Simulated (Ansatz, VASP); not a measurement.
**One calculation of CdF2, two programs**

Contents of INCAR:

```
SYSTEM = CdF2
ALGO     = Normal         ! electronic algorithm
EDIFF    = 1E-6           ! SCF threshold, eV
ENCUT    = 520            ! plane-wave cutoff, eV
ISIF     = 2              ! what is computed and relaxed
ISMEAR   = 0              ! smearing method
LASPH    = .TRUE.         ! aspherical terms in the spheres
LCHARG   = .FALSE.        ! write CHGCAR
LREAL    = .FALSE.        ! projectors in reciprocal space
LWAVE    = .FALSE.        ! write WAVECAR
NBANDS   = 20             ! bands
NELM     = 80             ! most SCF steps
PREC     = Accurate       ! precision mode
SIGMA    = 0.1            ! smearing width, eV
```

File KPOINTS:

```
k-points
0
G
  6 6 6
  0 0 0
```

The input POSCAR:

```
CdF2
1.0
    0.0000000000      2.6940000000      2.6940000000
    2.6940000000      0.0000000000      2.6940000000
    2.6940000000      2.6940000000      0.0000000000
Cd F
1 2
Direct
    0.0000000000      0.0000000000      0.0000000000
    0.2500000000      0.2500000000      0.2500000000
    0.7500000000      0.7500000000      0.7500000000
```

Input for Ansatz:

```yaml
crystal:
  lattice:
    - [0.0, 2.694, 2.694]
    - [2.694, 0.0, 2.694]
    - [2.694, 2.694, 0.0]
  atoms:
    - { symbol: Cd, position: [0.0, 0.0, 0.0] }
    - { symbol: F, position: [0.25, 0.25, 0.25] }
    - { symbol: F, position: [0.75, 0.75, 0.75] }
basis:
  ecutwfc: 420
kpoints:
  mp_grid: { grid: [6, 6, 6] }
hamiltonian:
  xc: lda
scf:
  occupations: { method: gaussian, width: 0.1 }
output:
  forces: true
  stress: true
  eigenvalues: true
```

Alike in both runs: task single point; functional LDA; k mesh 6 × 6 × 6; occupations gaussian, width 0.1 eV; no spin polarisation.

|  | VASP | Ansatz |
| --- | --- | --- |
| version | VASP 6.6.1 | Ansatz 0.2.0 |
| potentials or method | VASP PAW LDA potentials, release 64 (Cd, F) | scalar-relativistic, plane waves, PAW |
| plane-wave cutoff (eV) | 520 | 420 |
| valence electrons in the cell | 26 | 34 |

```csv
,VASP,Ansatz,Ansatz less VASP
gap on the k mesh at the Fermi level (eV),2.82,2.83,+0.014
least direct gap on the mesh (eV),3.28,3.29,+0.008
pressure (GPa),-4.7,-5.7,-0.98
```

The two sets of potentials don't hold the same shells in valence.

A k mesh can miss the band edges.
